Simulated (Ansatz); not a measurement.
Crystal: PbF2 (Fluorocronite).

```xyz
3
Lattice="0.0000 2.9637 2.9637 2.9637 0.0000 2.9637 2.9637 2.9637 0.0000" Properties=species:S:1:pos:R:3 pbc="T T T"
Pb    0.0000    0.0000    0.0000
F     4.4455    4.4455    4.4455
F     1.4818    1.4818    1.4818
```

| Quantity | Value |
| --- | --- |
| Program | Ansatz 0.2.0 |
| Task | relaxation of cell and atoms |
| Functional | revPBE |
| Dispersion | D4 |
| Potentials or basis | Ansatz PAW |
| Cutoff | 420 eV (not typed: the program's choice for these potentials) |
| k mesh | 8 × 8 × 8 |
| Occupations | fermi-dirac, width 0.05 eV |
| Spin | no spin polarisation |

At the start: volume 17.35 Å³/atom.

How do energy, volume and symmetry change on relaxing?

It ends after 7 steps and the volume is 18.17 Å³/atom (+4.7 %); space group Fm-3m (No. 225, to 0.05 Å).

Step by step:
| step | energy change (eV) | largest force (eV/Å) | volume (Å³) |
| --- | --- | --- | --- |
| 1 | 0.0000 | 0.0000 | 52.06 |
| 2 | -0.0522 | 0.0000 | 55.85 |
| 3 | -0.0664 | 0.0000 | 54.70 |
| 4 | -0.0680 | 0.0000 | 54.35 |
| 5 | -0.0762 | 0.0000 | 54.35 |
| 6 | -0.0759 | 0.0000 | 54.51 |
| 7 | -0.0762 | 0.0000 | 54.51 |

Final structure:
```
CELL_PARAMETERS angstrom
0.00000 3.00938 3.00938
3.00938 0.00000 3.00938
3.00938 3.00938 0.00000
ATOMIC_POSITIONS crystal
Pb 0.00000 0.00000 0.00000
F 0.75000 0.75000 0.75000
F 0.25000 0.25000 0.25000
```

Caveat: the plane-wave basis is chosen anew once the cell has moved, so the energies of steps on either side of that aren't comparable; the pressure holds a Pulay correction of +0.4 GPa for the finite cutoff; the PAW data sets come from PBE, with cores solved anew for the run's functional, which leaves a small shift of forces and pressure.
